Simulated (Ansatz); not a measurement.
A 4-atom cell of CdSe started from a crystallographic database was relaxed with 3 functionals in the plane-wave code Ansatz, cell and atoms free, the symmetry of the start kept (meshes: PBE 6×6×4, r2SCAN 6×6×4, PBEsol 6×6×4). No spin polarisation and no zero-point or thermal motion.

The PBEsol result:
```
CELL_PARAMETERS angstrom
4.30293 0.00000 0.00000
-2.15147 3.72645 0.00000
0.00000 0.00000 7.01899
ATOMIC_POSITIONS crystal
Cd 0.33333 0.66667 0.00460
Cd 0.66667 0.33333 0.50460
Se 0.33333 0.66667 0.38040
Se 0.66667 0.33333 0.88040
```

It is hexagonal, P6_3mc (No. 186); conventional cell a = 4.303 Å, c = 7.019 Å, 28.14 Å³ an atom. Around Cd lie 4 Se at 2.63–2.64 Å; around Se lie 4 Cd at 2.63–2.64 Å.

Q: Order the functionals by the relaxed volume, smallest first.
A. PBEsol
B. PBE
C. r2SCAN

A: A (28.14 Å³/atom), C (28.87 Å³/atom), B (29.76 Å³/atom).

Q: How does the cell change with r2SCAN?

A: a = 4.341 Å, c = 7.077 Å; the volume differs by +2.6 % from PBEsol's. Around Cd lie 4 Se at 2.66 Å; around Se lie 4 Cd at 2.66 Å.

Q: What lattice does PBE give?

A: a = 4.383 Å, c = 7.154 Å; the volume differs by +5.8 % from PBEsol's. Cd has 4 Se at 2.68–2.69 Å; Se has 4 Cd at 2.68–2.69 Å.

Q: Held at the r2SCAN cell, what mean stress does PBE find, and does its sign point to its own minimum?

A: Yes. PBE +1.45 GPa, and its relaxed volume is +3.1 % from r2SCAN's. Compression counts positive, so a positive stress asks for a larger cell.

Q: How do the relaxed cells compare with measured ones?

A:
Calculation and measurement side by side:
- Lattice constant a, measured 4.3014 Å: PBE 4.383 (+1.9 %), r2SCAN 4.341 (+0.9 %), PBEsol 4.303 (0.0 %). Source: 4.3014 ± 0.0004 Å (a, wurtzite model without stacking faults; 300 K; x-ray pair distribution function refinement; powder; bulk sample contains stacking faults (about 33% in the alternative refinement); value is from the fault-free wurtzite model; “Quantitative size-dependent structure and strain determination of CdSe nanoparticles using atomic pair distribution function analysis”, 2007, arxiv:0704.1288).
- Lattice constant c, measured 7.0146 Å: PBE 7.154 (+2.0 %), r2SCAN 7.077 (+0.9 %), PBEsol 7.019 (+0.1 %). Source: 7.0146 ± 0.0009 Å (c, wurtzite model without stacking faults; 300 K; x-ray pair distribution function refinement; powder; bulk sample contains stacking faults (about 33% in the alternative refinement); fault-free model, faulted model gives 7.0123 Å; “Quantitative size-dependent structure and strain determination of CdSe nanoparticles using atomic pair distribution function analysis”, 2007, arxiv:0704.1288).
The calculated lattice is static; the measured one holds thermal expansion and zero-point motion. Reports marked as nanostructured, strained, doped, implanted or mixed samples, and transport gaps, were set aside.

The runs are scalar-relativistic, without spin-orbit coupling.
